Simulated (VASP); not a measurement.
Set up this calculation in VASP 6.6.1, as the native input.

* Task: single point
* Functional: PBEsol
* Potentials or basis: VASP PAW PBE potentials, release 64 (Ti_sv, Se)
* Cutoff: 520 eV
* k mesh: 6 × 6 × 6
* Occupations: gaussian, width 0.05 eV
* Spin: collinear spin, ferromagnetic start
* Starting moments: [1.0, 0.0] μB
* Hubbard terms: Ti d U = 4 eV
* Further INCAR settings: ALGO = Normal; EDIFF = 1e-06

The structure of TiSe lies in POSCAR:

```
TiSe
1.0
    3.4034008100      0.0000000000      0.0000000000
    0.0000000000      3.4034008100      0.0000000000
    0.0000000000      0.0000000000      3.4034008100
Ti Se
1 1
Direct
    0.0000000000      0.0000000000      0.0000000000
    0.5000000000      0.5000000000      0.5000000000
```

The cell comes from a database or a generator and needn't be the stable form of this composition.

The input as run:

INCAR

```
SYSTEM = TiSe
  PREC = Accurate
  ENCUT = 520
  EDIFF = 1E-6
  ISMEAR = 0
  SIGMA = 0.05
  LREAL = .FALSE.
  LASPH = .TRUE.
  NELM = 100
  ALGO = Normal
  ISIF = 2
  LWAVE = .FALSE.
  LCHARG = .FALSE.
  ISPIN = 2
  MAGMOM = 1 0
  LORBIT = 11
  LMAXMIX = 4
  LDAU = .TRUE.
  LDAUTYPE = 2
  LDAUL = 2 -1
  LDAUU = 4 0
  LDAUJ = 0 0
  LDAUPRINT = 1
  GGA = PS
```

KPOINTS

```
regular mesh
0
G
  6 6 6
  0 0 0
```

Potentials or basis: VASP PAW PBE potentials, release 64 (Ti_sv, Se).

Launch:

```console
$ cat potpaw_PBE.64/Ti_sv/POTCAR potpaw_PBE.64/Se/POTCAR > POTCAR
$ mpirun -np 1 vasp_std > vasp.out
```

Results of the run:

```
Pressure                                              : -14.2 GPa
Band gap on the k mesh                                : none (metal or under the smearing width)
Net moment                                            : 0.11 μB per cell
Site moments                                          : Ti +0.09; Se +0.00 μB
Valence electrons inside the program's atomic spheres : Ti 9.93; Se 3.83
```

Caveat: the PAW data sets were made with another functional, which shifts forces and pressure a little.

Wall time 16 s on 1 thread of Intel(R) Xeon(R) Platinum 8488C (Sapphire Rapids), on a shared host, peak memory 0.18 GiB.
